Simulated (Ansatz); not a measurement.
# Mg: the cost of one run

Program: Ansatz 0.2.0. Level of theory: DFT PBE, scalar-relativistic, plane waves, PAW. These are calculated values, not measurements.

1 further run of the same task is left out (set aside as unsound or not needed).

## (1) The structure to begin with

The structure is tetragonal, space group I4/mmm (No. 139). The conventional cell has a = 3.671 Å, b = 3.671 Å, c = 3.410 Å, α = 90.00°, β = 90.00°, γ = 90.00°. Around Mg (site symmetry 4/mmm) lie 10 Mg at 3.11 to 3.41 Å.

Coordinates:

```cif
data_structure
_symmetry_space_group_name_H-M 'P 1'
_symmetry_Int_Tables_number 1
_cell_length_a 3.1057
_cell_length_b 3.1057
_cell_length_c 3.1057
_cell_angle_alpha 107.539
_cell_angle_beta 107.539
_cell_angle_gamma 113.408
_cell_volume 22.98
loop_
_atom_site_label
_atom_site_type_symbol
_atom_site_fract_x
_atom_site_fract_y
_atom_site_fract_z
_atom_site_occupancy
Mg1 Mg 0.00000 0.00000 0.00000 1
```

It goes back to an entry of the Materials Project, which need not be the stable form.

This cell was relaxed beforehand with the same method: volume 22.98 Å³/atom, gap on the mesh none (metal).

## (2) Tight relaxation for the response runs, with the smearing for a metal

The response runs start from a cell at rest, found with their own mesh and filling of the bands.

The input, input.yaml:

```yaml
crystal:
  lattice:
    - [-1.8355793343, 1.8355793343, 1.7049142797]
    - [1.8355793343, -1.8355793343, 1.7049142797]
    - [1.8355793343, 1.8355793343, -1.7049142797]
  atoms:
    - { symbol: Mg, position: [0.0, 0.0, 0.0] }
basis:
  ecutwfc: 420
kpoints:
  mp_grid: { grid: [16, 16, 16] }
hamiltonian:
  xc: pbe
scf:
  occupations: { method: fermi_dirac, width: 0.15 }
output:
  forces: true
  stress: true
  eigenvalues: true
relax:
  adjacent_minimum: "off"
  f_tol: 0.001
  max_steps: 60
  cell: { stress_tol: 0.01 }
```

What time and memory should one allow on 1 thread of an x86-64 CPU, shared host?

About 23 s, with a peak of 0.39 GiB.
